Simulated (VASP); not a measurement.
Y:

```
Y
1.0
     3.64740    0.00000    0.00000
    -1.82370    3.15874    0.00000
     0.00000    0.00000    5.73060
Y
2
Direct
  0.66667 0.33333 0.75000
  0.33333 0.66667 0.25000
```

Base run:

```yaml
Program: VASP 6.6.1
Functional: BLYP
Potentials_or_basis: VASP PAW PBE potentials, release 64 (Y_sv)
Cutoff: 520 eV
k_mesh: 8 × 8 × 5
Occupations: fermi-dirac, width 0.05 eV
Spin: no spin polarisation
```

Its results: pressure 0.8 GPa.

**Question.** The run is repeated on the same cell with these changes: functional from BLYP to PBEsol. What comes out?

**Answer.** Pressure -2.1 GPa.

PBEsol binds more tightly than BLYP, so the same cell stands under less pressure.

Caveats: the PAW data sets were made with another functional, which shifts forces and pressure a little.
